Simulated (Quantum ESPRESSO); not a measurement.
Runs of Quantum ESPRESSO 7.5 on GaN. The structure is cubic, space group F-43m (No. 216). The conventional cell has a = 4.507 Å, b = 4.507 Å, c = 4.507 Å, α = 90.00°, β = 90.00°, γ = 90.00°. Around Ga (site symmetry -43m) lie 4 N at 1.95 Å. N (site symmetry -43m) has 4 Ga at 1.95 Å as nearest neighbours. The cell is a database's computed one.

| task | level | potentials or basis | cell | k mesh | form of the LDA correlation | q mesh | pressure (GPa) |
| --- | --- | --- | --- | --- | --- | --- | --- |
| phonon dispersion | LDA | GBRV 1.5 LDA | relaxed | 6 × 6 × 6, shifted | PZ81 | 2 × 2 × 2 | 0.0 |
| dielectric tensor | AM05 | GBRV 1.5 PBE | as given | 8 × 8 × 8, shifted | - | - | (a) |
| dielectric tensor | PBEsol | GBRV 1.5 PBEsol | as given | 8 × 8 × 8, shifted | - | - | -0.7 |
| dielectric tensor | WC | GBRV 1.5 PBE | as given | 8 × 8 × 8, shifted | - | - | 0.0 |
| dielectric tensor | BLYP | GBRV 1.5 PBE | as given | 8 × 8 × 8, shifted | - | - | 11.5 |
| dielectric tensor | LDA | GBRV 1.5 LDA | as given | 8 × 8 × 8, shifted | PZ81 | - | -5.8 |

Alike in all rows: no spin polarisation; cutoff (eV) 762; smearing fermi-dirac 0.05 eV.

Q: Estimate the missing entries.

A: (a) -0.3.

Caveats: the potentials were made for another functional, which shifts forces and pressure (some runs); the cell is more than 3 GPa from zero pressure, which shifts response properties (some runs).

Runs at the PBE level aren't shown here.
